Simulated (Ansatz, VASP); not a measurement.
# CdSe in VASP and in Ansatz

Contents of INCAR:

```
SYSTEM = CdSe
ALGO = Normal
EDIFF = 1E-6
ENCUT = 520
GGA = PE
ISIF = 2
ISMEAR = 0
LASPH = .TRUE.
LCHARG = .FALSE.
LREAL = .FALSE.
LWAVE = .FALSE.
NBANDS = 16
NELM = 60
PREC = Accurate
SIGMA = 0.05
```

The input KPOINTS:

```
k-points
0
G
  10 10 10
  0 0 0
```

POSCAR

```
CdSe
1.0
    0.0000000000      3.1825141658      3.1825141658
    3.1825141658      0.0000000000      3.1825141658
    3.0187207701      3.0187207701      0.1637933957
Cd Se
1 1
Direct
    0.0000000000      0.0000000000      0.0000000000
    0.7500000000      0.7500000000      0.7500000000
```

Input for Ansatz:

```yaml
crystal:
  lattice:
    - [0.0, 3.1825141658, 3.1825141658]
    - [3.1825141658, 0.0, 3.1825141658]
    - [3.0187207701, 3.0187207701, 0.1637933957]
  atoms:
    - { symbol: Cd, position: [0.0, 0.0, 0.0] }
    - { symbol: Se, position: [0.75, 0.75, 0.75] }
basis:
  ecutwfc: 420
kpoints:
  mp_grid: { grid: [10, 10, 10] }
hamiltonian:
  xc: pbe
scf:
  occupations: { method: gaussian, width: 0.05 }
output:
  forces: true
  stress: true
  eigenvalues: true
```

Alike in both runs: task single point; functional PBE; k mesh 10 × 10 × 10; occupations gaussian, width 0.05 eV; no spin polarisation.

|  | VASP | Ansatz |
| --- | --- | --- |
| version | VASP 6.6.1 | Ansatz 0.2.0 |
| potentials or method | VASP PAW PBE potentials, release 64 (Cd, Se) | scalar-relativistic, plane waves, PAW |
| plane-wave cutoff (eV) | 520 | 420 |
| valence electrons in the cell | 18 | 36 |

VASP gave:

| Quantity | Value |
| --- | --- |
| gap on the k mesh at the Fermi level (eV) | 0.55 |
| least direct gap on the mesh (eV) | 0.55 |
| pressure (GPa) | 0.8 |
| largest component of the traceless stress (GPa) | 2.39 |
| rms of the force components (eV/Å) | 0.380 |

**Question.** What did Ansatz give for the same quantities?

**Answer.** gap on the k mesh at the Fermi level (eV): 0.55; least direct gap on the mesh (eV): 0.55; pressure (GPa): 0.5; largest component of the traceless stress (GPa): 2.33; rms of the force components (eV/Å): 0.365.

Atom by atom the forces differ by 0.015 eV/Å (rms over components). The two sets of potentials don't hold the same shells in valence.
